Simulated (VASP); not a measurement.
Wanted: the native input for a VASP 6.6.1 run.

```yaml
Task: single point
Functional: PBE
Potentials_or_basis: VASP PAW PBE potentials, release 64 (C)
Cutoff: 520 eV
k_mesh: 13 × 13 × 13
Occupations: gaussian, width 0.03 eV
Spin: no spin polarisation
Further_INCAR_settings: ALGO = Normal; EDIFF = 1e-06
```

The structure of C lies in POSCAR:

```
C
1.0
    0.0000000000      1.7833700000      1.7833700000
    1.7833700000      0.0000000000      1.7833700000
    1.7833700000      1.7833700000      0.0000000000
C
2
Direct
    0.7500000000      0.7500000000      0.7500000000
    0.5000000000      0.5000000000      0.5000000000
```

This isn't the form of C at room conditions, which is graphite.

These files were run (other wordings do the same):

INCAR

```
SYSTEM = C
ALGO     = Normal         ! electronic algorithm
EDIFF    = 1E-6           ! SCF threshold, eV
ENCUT    = 520            ! plane-wave cutoff, eV
GGA      = PE             ! functional
ISIF     = 2              ! what is computed and relaxed
ISMEAR   = 0              ! smearing method
LASPH    = .True.         ! aspherical terms in the spheres
LCHARG   = .False.        ! write CHGCAR
LREAL    = .False.        ! projectors in reciprocal space
LWAVE    = .False.        ! write WAVECAR
NELM     = 80             ! most SCF steps
PREC     = Accurate       ! precision mode
SIGMA    = 0.03           ! smearing width, eV
```

KPOINTS

```
k-points
0
Gamma
  13 13 13
  0 0 0
```

Potentials or basis: VASP PAW PBE potentials, release 64 (C).

The run is started by

```console
$ cat potpaw_PBE.64/C/POTCAR > POTCAR
$ mpirun -np 1 vasp_std > vasp.out
```

It gave:

```yaml
Pressure: 2.5 GPa
Band_gap_on_the_k_mesh: 4.14 eV, indirect (least direct gap 5.59 eV)
```

Caveat: an odd mesh through Γ misses points on the zone boundary, where band edges often lie.

It took 4.4 s on 1 thread of Intel(R) Xeon(R) 6975P-C (Granite Rapids), on a shared host, peak memory 0.12 GiB.
